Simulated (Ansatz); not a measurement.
## Nuclear-site quantities of CaSe as the cell is scaled

```yaml
crystal:
  lattice:
    - [0.00000, 2.97024, 2.97024]
    - [2.97024, 0.00000, 2.97024]
    - [2.97024, 2.97024, 0.00000]
  atoms:
    - { symbol: Ca, position: [0.00000, 0.00000, 0.00000] }
    - { symbol: Se, position: [0.50000, 0.50000, 0.50000] }
```

Atoms are numbered in the order listed.

The cell is the one relaxed in the Materials Project (mp-1415), not relaxed further here; entries there can be hypothetical.

Method: DFT, LDA, all-electron PAW with datasets made for the crystal, scalar-relativistic in Ansatz 0.2.0.

Settings: a Γ-centred 9×9×9 k mesh, Fermi–Dirac smearing of 0.03 eV, cutoff 220 eV (chosen by the program for this cell), no spin polarisation.

The contact density is the mean electron density over the nuclear volume; its changes follow the s electrons' response to bonding and compression. Changes below are taken from the unscaled cell, where it is 41011.7 e/Å³ at Ca1, 261680 e/Å³ at Se2.

The datasets are made afresh for each cell, so very small changes are uncertain.

Q: Does compression raise or lower the contact density at Ca1?

A: It raises it, by 0.16 e/Å³ over the whole range.

Q: Tabulate the changes with volume.

A: 
```
V/V(cell)  P (GPa)  Δρ(0) Ca1 (e/Å³)  Δρ(0) Se2 (e/Å³)
   0.9600     -1.9              0.08             -0.60
   1.0000     -3.7              0.00              0.00
   1.0400     -5.2             -0.08              0.63
```
